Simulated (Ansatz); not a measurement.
**MgO: equation of state with PBE**

Crystal: MgO.

```
Mg O
1.0
     3.48638    0.00000    0.00000
    -1.74319    3.01929    0.00000
     0.00000    0.00000    4.17804
Mg O
2 2
Direct
  0.33333 0.66667 0.25000
  0.66667 0.33333 0.75000
  0.33333 0.66667 0.75000
  0.66667 0.33333 0.25000
```

Measurements of this composition are mostly on another form, of space group No. 225.

| Item | Value |
| --- | --- |
| Program | Ansatz 0.2.0 |
| Task | equation of state |
| Functional | PBE |
| Potentials or basis | Ansatz PAW |
| Cutoff | 420 eV |
| Density cutoff | 1680 eV |
| k mesh | 9 × 9 × 7 |
| Occupations | fermi-dirac, width 0.05 eV |
| Spin | no spin polarisation |

```yaml
Equilibrium_volume: 11.38 Å³/atom
Bulk_modulus_at_fixed_shape_and_positions: 125 GPa
Pressure_derivative_of_the_bulk_modulus: 4.0
```

Energy against volume, from the lowest point:
| volume (Å³/atom) | energy (meV/atom) |
| --- | --- |
| 10.335 | 43.31 |
| 10.555 | 25.98 |
| 10.775 | 13.40 |
| 10.995 | 5.14 |
| 11.215 | 0.80 |
| 11.435 | 0.00 |
| 11.655 | 2.44 |

All runs of the series together: 13 s on 2 threads of Intel(R) Xeon(R) Processor @ 2.70GHz, on a shared host.

Caveat: the cell was scaled at fixed shape and fractional positions, which overstates the stiffness of a crystal with free parameters, most of all of layers and chains.
